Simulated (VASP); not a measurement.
# BaZrS3 (Pnma) in VASP: notebook

The runs below take BaZrS3 through relaxation of cell and atoms, with PBEsol.

Everything below comes from runs of VASP 6.6.1. Logs are shortened: lines on timing, memory, paths and dates and some standing lists are left out, and cuts for length are marked.

### 1 The crystal as given

Symmetry: Pnma, No. 62, orthorhombic system. Conventional cell: a = 7.134 Å, b = 10.042 Å, c = 7.064 Å, α = 90.00°, β = 90.00°, γ = 90.00°. Around Ba (site symmetry m) lie 8 S at 3.18 to 3.46 Å. Around Zr (site symmetry -1) lie 6 S at 2.55 to 2.56 Å. S (site symmetry m) is surrounded by 2 Zr at 2.55 Å. S (site symmetry 1) is surrounded by 2 Zr at 2.55 to 2.56 Å.

The cell is a database's computed one.

### 2 Relaxation of cell and atoms, PBEsol

Contents of INCAR:

```
SYSTEM = BaZrS3
ALGO     = Normal         ! electronic algorithm
EDIFF    = 1E-6           ! SCF threshold, eV
EDIFFG   = -0.01          ! ionic threshold
ENCUT    = 600            ! plane-wave cutoff, eV
GGA      = PS             ! functional
IBRION   = 2              ! ionic algorithm
ISIF     = 3              ! what is computed and relaxed
ISMEAR   = 0              ! smearing method
KPAR     = 4            
LASPH    = .TRUE.         ! aspherical terms in the spheres
LCHARG   = .FALSE.        ! write CHGCAR
LREAL    = .FALSE.        ! projectors in reciprocal space
LWAVE    = .FALSE.        ! write WAVECAR
NELM     = 80             ! most SCF steps
NSW      = 90             ! ionic steps
PREC     = Accurate       ! precision mode
SIGMA    = 0.03           ! smearing width, eV
```

Contents of KPOINTS:

```
k-points
0
G
  4 4 4
  0 0 0
```

Contents of POSCAR:

```
BaZrS3
1.0
    7.1344888100      0.0000000000      0.0000000000
    0.0000000000     10.0418237600      0.0000000000
    0.0000000000      0.0000000000      7.0635613000
Ba Zr S
4 4 12
Direct
    0.0430272500      0.2500000000      0.0087500800
    0.4569727500      0.7500000000      0.5087500800
    0.5430272500      0.2500000000      0.4912499200
    0.9569727500      0.7500000000      0.9912499200
    0.0000000000      0.0000000000      0.5000000000
    0.5000000000      0.0000000000      0.0000000000
    0.5000000000      0.5000000000      0.0000000000
    0.0000000000      0.5000000000      0.5000000000
    0.9941581600      0.2500000000      0.5608972600
    0.5058418400      0.7500000000      0.0608972600
    0.4941581600      0.2500000000      0.9391027400
    0.0058418400      0.7500000000      0.4391027400
    0.2132557900      0.9681785700      0.7866180500
    0.2867442100      0.0318214300      0.2866180500
    0.7132557900      0.5318214300      0.7133819500
    0.7867442100      0.4681785700      0.2133819500
    0.7867442100      0.0318214300      0.2133819500
    0.7132557900      0.9681785700      0.7133819500
    0.2867442100      0.4681785700      0.2866180500
    0.2132557900      0.5318214300      0.7866180500
```

Potentials or basis: VASP PAW PBE potentials, release 64 (Ba_sv, Zr_sv, S).

Started as:

```console
cat potpaw_PBE.64/Ba_sv/POTCAR potpaw_PBE.64/Zr_sv/POTCAR potpaw_PBE.64/S/POTCAR > POTCAR
mpirun -np 4 vasp_std > vasp.out
```

OUTCAR:

```text
SYSTEM = BaZrS3
   EDIFF = 1E-6
   EDIFFG = -0.01
   ENCUT = 600
   GGA = PS
   IBRION = 2
   ISIF = 3
   ISMEAR = 0
   LASPH = .TRUE.
   LREAL = .FALSE.
   NELM = 80
   NSW = 90
   PREC = Accurate

 ion  position               nearest neighbor table
   1  0.043  0.250  0.009-   9 3.18  16 3.20  17 3.20  11 3.26  14 3.42  19 3.42  13 3.46  20 3.46
                             6 4.12   7 4.12   5 4.29   8 4.29
   2  0.457  0.750  0.509-  10 3.18  15 3.20  18 3.20  12 3.26  13 3.42  20 3.42  19 3.46  14 3.46
                             5 4.12   8 4.12   7 4.29   6 4.29
   3  0.543  0.250  0.491-  11 3.18  14 3.20  19 3.20   9 3.26  17 3.42  16 3.42  18 3.46  15 3.46
                             5 4.12   8 4.12   7 4.29   6 4.29
   4  0.957  0.750  0.991-  12 3.18  13 3.20  20 3.20  10 3.26  18 3.42  15 3.42  16 3.46  17 3.46
                             6 4.12   7 4.12   5 4.29   8 4.29
   5  0.000  0.000  0.500-   9 2.55  12 2.55  13 2.55  17 2.55  14 2.56  18 2.56   2 4.12   3 4.12
                             1 4.29   4 4.29
   6  0.500  0.000  0.000-  10 2.55  11 2.55  14 2.55  18 2.55  17 2.56  13 2.56   1 4.12   4 4.12
                             3 4.29   2 4.29
   7  0.500  0.500  0.000-  10 2.55  11 2.55  15 2.55  19 2.55  16 2.56  20 2.56   1 4.12   4 4.12
                             3 4.29   2 4.29
   8  0.000  0.500  0.500-   9 2.55  12 2.55  16 2.55  20 2.55  19 2.56  15 2.56   2 4.12   3 4.12
                             1 4.29   4 4.29
   9  0.994  0.250  0.561-   5 2.55   8 2.55   1 3.18   3 3.26
  10  0.506  0.750  0.061-   6 2.55   7 2.55   2 3.18   4 3.26
  11  0.494  0.250  0.939-   6 2.55   7 2.55   3 3.18   1 3.26
  12  0.006  0.750  0.439-   5 2.55   8 2.55   4 3.18   2 3.26
  13  0.213  0.968  0.787-   5 2.55   6 2.56   4 3.20   2 3.42   1 3.46
  14  0.287  0.032  0.287-   6 2.55   5 2.56   3 3.20   1 3.42   2 3.46
  15  0.713  0.532  0.713-   7 2.55   8 2.56   2 3.20   4 3.42   3 3.46
  16  0.787  0.468  0.213-   8 2.55   7 2.56   1 3.20   3 3.42   4 3.46
  17  0.787  0.032  0.213-   5 2.55   6 2.56   1 3.20   3 3.42   4 3.46
  18  0.713  0.968  0.713-   6 2.55   5 2.56   2 3.20   4 3.42   3 3.46
  19  0.287  0.468  0.287-   7 2.55   8 2.56   3 3.20   1 3.42   2 3.46
  20  0.213  0.532  0.787-   8 2.55   7 2.56   4 3.20   2 3.42   1 3.46

  LATTYP: Found a simple orthorhombic cell.
 ALAT       =     7.0635613000
 B/A-ratio  =     1.0100413243
 C/A-ratio  =     1.4216375187

  Lattice vectors:

 A1 = (   0.0000000000,   0.0000000000,   7.0635613000)
 A2 = (   7.1344888100,   0.0000000000,   0.0000000000)
 A3 = (   0.0000000000,  10.0418237600,   0.0000000000)

Analysis of symmetry for initial positions (statically):
=====================================================================
 Subroutine PRICEL returns:
 Original cell was already a primitive cell.

 Routine SETGRP: Setting up the symmetry group for a
 simple orthorhombic supercell.

 Subroutine GETGRP returns: Found  8 space group operations
 (whereof  2 operations were pure point group operations)
 out of a pool of  8 trial point group operations.

The static configuration has the point symmetry S_2 .
 The point group associated with its full space group is D_2h.

Analysis of symmetry for dynamics (positions and initial velocities):
=====================================================================
 Subroutine PRICEL returns:
 Original cell was already a primitive cell.

 Routine SETGRP: Setting up the symmetry group for a
 simple orthorhombic supercell.

 Subroutine GETGRP returns: Found  8 space group operations
 (whereof  2 operations were pure point group operations)
 out of a pool of  8 trial point group operations.

The dynamic configuration has the point symmetry S_2 .
 The point group associated with its full space group is D_2h.

 Subroutine INISYM returns: Found  8 space group operations
 (whereof  2 operations are pure point group operations),
 and found     1 'primitive' translations

----------------------------------------------------------------------------------------

[... 43 lines left out ...]
  Fermi-wavevector in a.u.,A,eV,Ry     =   1.115274  2.107563 16.923432  1.243837
  Thomas-Fermi vector in A             =   2.251878
   LORBIT       =      0    0 simple, 1 ext, 2 COOP (PROOUT), +10 PAW based schemes
   GGA     = PS    functional components
   LHFCALC =     F    Hartree Fock is set to
   AEXX    =    0.0000 exact exchange contribution
   IVDW    =     0    specifies the selected vdW correction
   LEPSILON=     F    determine dielectric tensor
   LRPA    =     F    only Hartree local field effects (RPA)
 conjugate gradient relaxation of ions
 non-spin polarized calculation
 Gauss-broadening in eV      SIGMA  =   0.03
  energy-cutoff  :      600.00
  volume of cell :      506.06
 maximum number of plane-waves:     16936
 NGX is ok and might be reduce to    60
   NGX = 29   NGY = 41   NGZ = 29

--------------------------------------- Ionic step        1  -------------------------------------------

 number of electron     159.9999995 magnetization

 Free energy of the ion-electron system (eV)
  ---------------------------------------------------
  ext. energy  EPLUGINS =         0.00000000
  ---------------------------------------------------
  free energy    TOTEN  =      -134.79427603 eV

  energy without entropy =     -134.79427603  energy(sigma->0) =     -134.79427603

------------------------ aborting loop because EDIFF is reached ----------------------------------------

  FORCE on cell =-STRESS in cart. coord.  units (eV):
  Direction    XX          YY          ZZ          XY          YZ          ZX
  --------------------------------------------------------------------------------------
  -------------------------------------------------------------------------------------
  Total       -7.8314729     -8.0531960     -7.9882966      0.0000000      0.0000000     -0.0000000
  in kB      -24.7944715    -25.4964479    -25.2909761      0.0000000      0.0000000     -0.0000000
  external PRESSURE =     -25.1939652 kB  Pullay stress =       0.0000000 kB
[... 143 lines left out ...]
  FREE ENERGIE OF THE ION-ELECTRON SYSTEM (eV)
  ---------------------------------------------------
  free  energy   TOTEN  =      -134.9307428442 eV

  energy  without entropy=     -134.9307428442  energy(sigma->0) =     -134.93074284

[... ionic steps 4 to 13 ...]

--------------------------------------- Ionic step       14  -------------------------------------------

 number of electron     160.0000004 magnetization

------------------------ aborting loop because EDIFF is reached ----------------------------------------
[... 103 lines left out ...]
--------------------------------------- Ionic step       16  -------------------------------------------

 number of electron     160.0000003 magnetization

 Free energy of the ion-electron system (eV)
  ---------------------------------------------------
  ext. energy  EPLUGINS =         0.00000000
  ---------------------------------------------------
  free energy    TOTEN  =      -134.94035794 eV

  energy without entropy =     -134.94035794  energy(sigma->0) =     -134.94035794

 E-fermi :   4.0144     XC(G=0):  -9.7792

 val. band max:        3.8524385470   @ k =   0.0000   0.0000   0.0000
 cond. band min:       4.7728425330   @ k =   0.0000   0.0000   0.0000
 fundamental gap:      0.9204039860
 Fermi energy:         4.0144267262

 k-point     1 :       0.0000    0.0000    0.0000
  band No.  band energies     occupation
      1     -44.8248      2.00000
      2     -44.8245      2.00000
      3     -44.8243      2.00000
      4     -44.8240      2.00000
      5     -22.9370      2.00000
      6     -22.9324      2.00000
[... 2269 lines left out ...]
     91       7.1123      0.00000
     92       7.1123      0.00000

 [... further k-points ...]

 [bands above 92 left out]

------------------------ aborting loop because EDIFF is reached ----------------------------------------

  FORCE on cell =-STRESS in cart. coord.  units (eV):
  Direction    XX          YY          ZZ          XY          YZ          ZX
  --------------------------------------------------------------------------------------
  -------------------------------------------------------------------------------------
  Total       -0.0247609     -0.1131191      0.0304688      0.0000000      0.0000000      0.0000000
  in kB       -0.0811447     -0.3707054      0.0998502      0.0000000      0.0000000      0.0000000
  external PRESSURE =      -0.1173333 kB  Pullay stress =       0.0000000 kB
[... 35 lines left out ...]
  FREE ENERGIE OF THE ION-ELECTRON SYSTEM (eV)
  ---------------------------------------------------
  free  energy   TOTEN  =      -134.9403579448 eV

  energy  without entropy=     -134.9403579448  energy(sigma->0) =     -134.94035794

 reached required accuracy - stopping structural energy minimisation
```

It took 71 min on 4 MPI ranks of Intel Xeon Platinum 8375C at 2.90GHz (Ice Lake), shared host; peak memory 1.5 GiB.

What came out:

```
Free energy                            : -134.9404 eV
Relaxed volume                         : 24.44 Å³/atom
Relaxed cell                           : a = 7.074 Å, b = 9.926 Å, c = 6.963 Å, α = 90.00°, β = 90.00°, γ = 90.00°
Space group after relaxing (to 0.05 Å) : Pnma (No. 62)
Energy gained by relaxing              : 7.3 meV/atom
Ionic steps                            : 16
Pressure after relaxing                : 0.0 GPa
Largest force after relaxing           : 0.010 eV/Å
Band gap on the k mesh                 : 0.92 eV, direct
```

Forces in eV/Å, atoms in the order of the input:
```
Ba   0.004  0.000  0.009
Ba  -0.004  0.000  0.009
Ba   0.004  0.000 -0.009
Ba  -0.004  0.000 -0.009
Zr   0.000  0.000  0.000
Zr   0.000  0.000  0.000
Zr   0.000  0.000  0.000
Zr   0.000  0.000  0.000
S   -0.005  0.000 -0.008
S    0.005  0.000 -0.008
S   -0.005  0.000  0.008
S    0.005  0.000  0.008
S   -0.003  0.004  0.007
S    0.003 -0.004  0.007
S   -0.003 -0.004 -0.007
S    0.003  0.004 -0.007
S    0.003 -0.004 -0.007
S   -0.003  0.004 -0.007
S    0.003  0.004  0.007
S   -0.003 -0.004  0.007
```

The path:
```tsv
step	energy change (eV)	largest force (eV/Å)	pressure (GPa)	volume (Å³)
1	0.0000	0.0762	-2.52	506.06
2	-0.0623	0.0657	2.06	477.47
3	-0.1365	0.0480	-0.01	489.29
4	-0.1364	0.0473	0.05	488.96
5	-0.1373	0.0445	0.05	488.92
6	-0.1395	0.0364	0.05	488.82
7	-0.1424	0.0225	0.06	488.62
8	-0.1420	0.0452	0.08	488.21
9	-0.1433	0.0298	0.07	488.44
10	-0.1443	0.0233	0.02	488.75
11	-0.1452	0.0138	-0.10	489.42
12	-0.1456	0.0135	-0.01	488.88
13	-0.1456	0.0140	0.02	488.67
14	-0.1457	0.0131	0.02	488.67
15	-0.1459	0.0122	0.02	488.68
16	-0.1461	0.0096	-0.01	488.90
```

Final structure:
```cif
data_structure
_symmetry_space_group_name_H-M 'P 1'
_symmetry_Int_Tables_number 1
_cell_length_a 7.0739
_cell_length_b 9.9259
_cell_length_c 6.9629
_cell_angle_alpha 90.000
_cell_angle_beta 90.000
_cell_angle_gamma 90.000
_cell_volume 488.90
loop_
_atom_site_label
_atom_site_type_symbol
_atom_site_fract_x
_atom_site_fract_y
_atom_site_fract_z
_atom_site_occupancy
Ba1 Ba 0.04988 0.25000 0.01077 1
Ba2 Ba 0.45012 0.75000 0.51077 1
Ba3 Ba 0.54988 0.25000 0.48923 1
Ba4 Ba 0.95012 0.75000 0.98923 1
Zr1 Zr 0.00000 0.00000 0.50000 1
Zr2 Zr 0.50000 0.00000 0.00000 1
Zr3 Zr 0.50000 0.50000 0.00000 1
Zr4 Zr 0.00000 0.50000 0.50000 1
S1 S 0.99545 0.25000 0.56389 1
S2 S 0.50455 0.75000 0.06389 1
S3 S 0.49545 0.25000 0.93611 1
S4 S 0.00455 0.75000 0.43611 1
S5 S 0.21141 0.96626 0.78861 1
S6 S 0.28859 0.03374 0.28861 1
S7 S 0.71141 0.53374 0.71139 1
S8 S 0.78859 0.46626 0.21139 1
S9 S 0.78859 0.03374 0.21139 1
S10 S 0.71141 0.96626 0.71139 1
S11 S 0.28859 0.46626 0.28861 1
S12 S 0.21141 0.53374 0.78861 1
```

Caveat: the PAW data sets were made with another functional, which shifts forces and pressure a little; spin-orbit coupling is left out, which moves the levels of the heavy elements. A k mesh can miss the band edges.

### 3 Relaxation of cell and atoms, PBEsol

This run uses another cell than the first one, of 24.44 Å³/atom, 0.966 times its volume.

Changes to INCAR since step 2:

```diff
@@ -2,4 +2,4 @@
 ALGO     = Normal         ! electronic algorithm
-EDIFF    = 1E-6           ! SCF threshold, eV
-EDIFFG   = -0.01          ! ionic threshold
+EDIFF    = 1E-7           ! SCF threshold, eV
+EDIFFG   = -0.005         ! ionic threshold
 ENCUT    = 600            ! plane-wave cutoff, eV
```

KPOINTS is that of step 2.

Contents of POSCAR:

```
BaZrS3                                  
1.0
    7.0738830400      0.0000000000      0.0000000000
    0.0000000000      9.9259171225      0.0000000000
    0.0000000000      0.0000000000      6.9628807530
  Ba              Zr              S             
     4     4    12
Direct
     0.0498793755814559    0.2500000000000000    0.0107679241737488
     0.4501206244185441    0.7500000000000000    0.5107679241737487
     0.5498793755814559    0.2500000000000000    0.4892320758262511
     0.9501206244185441    0.7500000000000000    0.9892320758262513
     0.0000000000000000    0.0000000000000000    0.5000000000000000
     0.5000000000000000    0.0000000000000000    0.0000000000000000
     0.5000000000000000    0.5000000000000000    0.0000000000000000
     0.0000000000000000    0.5000000000000000    0.5000000000000000
     0.9954450678074709    0.2500000000000000    0.5638856494729887
     0.5045549321925291    0.7500000000000000    0.0638856494729886
     0.4954450678074709    0.2500000000000000    0.9361143505270113
     0.0045549321925292    0.7500000000000000    0.4361143505270114
     0.2114138827941655    0.9662640252209795    0.7886088487924087
     0.2885861172058345    0.0337359747790204    0.2886088487924084
     0.7114138827941655    0.5337359747790205    0.7113911512075913
     0.7885861172058345    0.4662640252209795    0.2113911512075915
     0.7885861172058345    0.0337359747790204    0.2113911512075915
     0.7114138827941655    0.9662640252209795    0.7113911512075913
     0.2885861172058345    0.4662640252209795    0.2886088487924084
     0.2114138827941655    0.5337359747790205    0.7886088487924087
```

Potentials or basis: VASP PAW PBE potentials, release 64 (Ba_sv, Zr_sv, S).

Started as:

```console
cat potpaw_PBE.64/Ba_sv/POTCAR potpaw_PBE.64/Zr_sv/POTCAR potpaw_PBE.64/S/POTCAR > POTCAR
mpirun -np 4 vasp_std > vasp.out
```

Run time: 75 min. Hardware: 4 MPI ranks of Intel Xeon Platinum 8375C at 2.90GHz (Ice Lake), shared host; peak memory 1.4 GiB.

The run converged. Its results:

* Free energy: -134.9392 eV
* Relaxed volume: 24.44 Å³/atom
* Relaxed cell: a = 7.078 Å, b = 9.929 Å, c = 6.954 Å, α = 90.00°, β = 90.00°, γ = 90.00°
* Space group after relaxing (to 0.05 Å): Pnma (No. 62)
* Energy gained by relaxing: 0.0 meV/atom
* Ionic steps: 17
* Pressure after relaxing: 0.0 GPa
* Largest force after relaxing: 0.005 eV/Å
* Band gap on the k mesh: 0.92 eV, direct

Forces in eV/Å, atoms in the order of the input:
```
Ba   0.000  0.000 -0.001
Ba   0.000  0.000 -0.001
Ba   0.000  0.000  0.001
Ba   0.000  0.000  0.001
Zr   0.000  0.000  0.000
Zr   0.000  0.000  0.000
Zr   0.000  0.000  0.000
Zr   0.000  0.000  0.000
S    0.003  0.000  0.000
S   -0.003  0.000  0.000
S    0.003  0.000  0.000
S   -0.003  0.000  0.000
S   -0.004 -0.002 -0.002
S    0.004  0.002 -0.002
S   -0.004  0.002  0.002
S    0.004 -0.002  0.002
S    0.004  0.002  0.002
S   -0.004 -0.002  0.002
S    0.004 -0.002 -0.002
S   -0.004  0.002 -0.002
```

The path:
```csv
step,energy change (eV),largest force (eV/Å),pressure (GPa),volume (Å³)
1,0.0000,0.0096,-0.02,488.90
2,-0.0001,0.0080,0.01,488.71
3,-0.0001,0.0076,0.03,488.61
4,-0.0001,0.0071,0.02,488.69
5,-0.0002,0.0066,0.00,488.82
6,-0.0001,0.0072,-0.04,489.07
7,-0.0002,0.0065,-0.02,488.90
8,-0.0002,0.0063,-0.02,488.90
9,-0.0004,0.0058,-0.01,488.89
10,-0.0004,0.0066,-0.01,488.88
11,-0.0005,0.0069,0.01,488.77
12,-0.0005,0.0078,0.02,488.67
13,-0.0006,0.0079,-0.01,488.86
14,-0.0006,0.0080,-0.01,488.89
15,-0.0006,0.0064,-0.01,488.83
16,-0.0006,0.0049,0.02,488.68
17,-0.0006,0.0048,0.01,488.72
```

Final structure:
```
Ba Zr S
1.0
     7.07799    0.00000    0.00000
     0.00000    9.92862    0.00000
     0.00000    0.00000    6.95437
Ba Zr S
4 4 12
Direct
  0.05078 0.25000 0.01143
  0.44922 0.75000 0.51143
  0.55078 0.25000 0.48857
  0.94922 0.75000 0.98857
  0.00000 0.00000 0.50000
  0.50000 0.00000 0.00000
  0.50000 0.50000 0.00000
  0.00000 0.50000 0.50000
  0.99519 0.25000 0.56303
  0.50481 0.75000 0.06303
  0.49519 0.25000 0.93697
  0.00481 0.75000 0.43697
  0.21045 0.96687 0.78986
  0.28955 0.03313 0.28986
  0.71045 0.53313 0.71014
  0.78955 0.46687 0.21014
  0.78955 0.03313 0.21014
  0.71045 0.96687 0.71014
  0.28955 0.46687 0.28986
  0.21045 0.53313 0.78986
```

Levels at points of the mesh, in eV from the valence-band top:
```csv
k point,band 77,band 78,band 79,band 80,band 81,band 82,band 83,band 84
"(0.00, 0.00, 0.00)",-0.17,-0.04,-0.01,0.00,0.92,1.03,1.09,1.23
"(0.50, 0.00, 0.00)",-0.56,-0.56,-0.25,-0.25,2.01,2.01,2.16,2.16
"(0.00, 0.50, 0.00)",-0.28,-0.28,-0.25,-0.25,1.12,1.12,2.03,2.03
"(0.50, 0.50, 0.00)",-0.35,-0.35,-0.35,-0.35,2.39,2.39,2.39,2.39
"(0.00, 0.00, 0.50)",-0.51,-0.51,-0.33,-0.33,2.06,2.06,2.17,2.17
"(0.50, 0.00, 0.50)",-0.37,-0.37,-0.07,-0.07,1.06,1.06,2.52,2.52
"(0.00, 0.50, 0.50)",-0.41,-0.41,-0.33,-0.33,2.31,2.31,2.34,2.34
"(0.50, 0.50, 0.50)",-0.40,-0.40,-0.40,-0.40,2.16,2.16,2.16,2.16
```

Caveat: the PAW data sets were made with another functional, which shifts forces and pressure a little; spin-orbit coupling is left out, which moves the levels of the heavy elements. A k mesh can miss the band edges.
